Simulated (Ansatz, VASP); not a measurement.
Given: the input of a run of Ansatz 0.2.0 on PbSe.

Contents of input.yaml:

```yaml
crystal:
  lattice:
    - [2.15487659, -6.13394735, 0.0]
    - [2.15487659, 6.13394735, 0.0]
    - [0.0, 0.0, 4.45049357]
  atoms:
    - { symbol: Pb, position: [0.36823927, 0.63176073, 0.25] }
    - { symbol: Pb, position: [0.63176073, 0.36823927, 0.75] }
    - { symbol: Se, position: [0.13871004, 0.86128996, 0.25] }
    - { symbol: Se, position: [0.86128996, 0.13871004, 0.75] }
hamiltonian:
  xc: pbe
  pseudopotentials: { kind: paw }
kpoints:
  mp_grid: { grid: [7, 7, 6] }
scf:
  occupations: { method: fermi_dirac, width: 0.05 }
output:
  forces: true
  stress: true
  eigenvalues: true
```

Potentials or basis: Ansatz PAW.

The run is started by

```console
$ ansatz run input.yaml --threads 2 --pin off --max-ram 5120MiB --backend cpu --events-out ev --progress --plain --runs-dir out
```

Task: Set up the same calculation for VASP 6.6.1. Potentials there: VASP PAW PBE potentials, release 64 (Pb_d, Se).

Result: As run (the cutoff follows the program's own potentials):

Contents of INCAR:

```
PREC     = Accurate       # precision mode
ENCUT    = 520            # plane-wave cutoff, eV
EDIFF    = 1E-6           # SCF threshold, eV
ISMEAR   = -1             # smearing method
SIGMA    = 0.05           # smearing width, eV
LREAL    = False          # projectors in reciprocal space
LASPH    = True           # aspherical terms in the spheres
NELM     = 80             # most SCF steps
ALGO     = Normal         # electronic algorithm
ISIF     = 2              # what is computed and relaxed
LWAVE    = False          # write WAVECAR
LCHARG   = True           # write CHGCAR
GGA      = PE             # functional
LELF     = True           # ELF
LVHAR    = True         
NBANDS   = 28             # bands
```

File KPOINTS:

```
Automatic mesh
0
Gamma
  7 7 6
```

File POSCAR:

```
PbSe
1.0
    2.1548765900     -6.1339473500      0.0000000000
    2.1548765900      6.1339473500      0.0000000000
    0.0000000000      0.0000000000      4.4504935700
Pb Se
2 2
Direct
    0.3682392700      0.6317607300      0.2500000000
    0.6317607300      0.3682392700      0.7500000000
    0.1387100400      0.8612899600      0.2500000000
    0.8612899600      0.1387100400      0.7500000000
```

Potentials or basis: VASP PAW PBE potentials, release 64 (Pb_d, Se).

Run with:

```sh
$ cat potpaw_PBE.64/Pb_d/POTCAR potpaw_PBE.64/Se/POTCAR > POTCAR
$ mpirun -np 1 vasp_std > vasp.out
```

Both were run:

|  | VASP | Ansatz | Ansatz less VASP |
| --- | --- | --- | --- |
| gap on the k mesh at the Fermi level (eV) | 1.02 | 1.02 | -0.002 |
| least direct gap on the mesh (eV) | 1.02 | 1.02 | -0.002 |
| pressure (GPa) | 1.0 | 1.0 | 0.00 |
| largest component of the traceless stress (GPa) | 0.18 | 0.16 | -0.025 |
| rms of the force components (eV/Å) | 0.067 | 0.062 | -0.0044 |

Atom by atom the forces differ by 0.005 eV/Å (rms over components). The functional is the same, so the differences come from potentials, cutoffs and numerics. The two sets of potentials don't hold the same shells in valence.

Caveats: spin-orbit coupling is left out, which as a rule narrows the gap of such compounds by several tenths of an eV; an odd mesh through Γ misses points on the zone boundary, where band edges often lie (VASP); odd divisions of the mesh miss points on the zone boundary, where band edges often lie, so the gap on the mesh can be too wide (Ansatz).
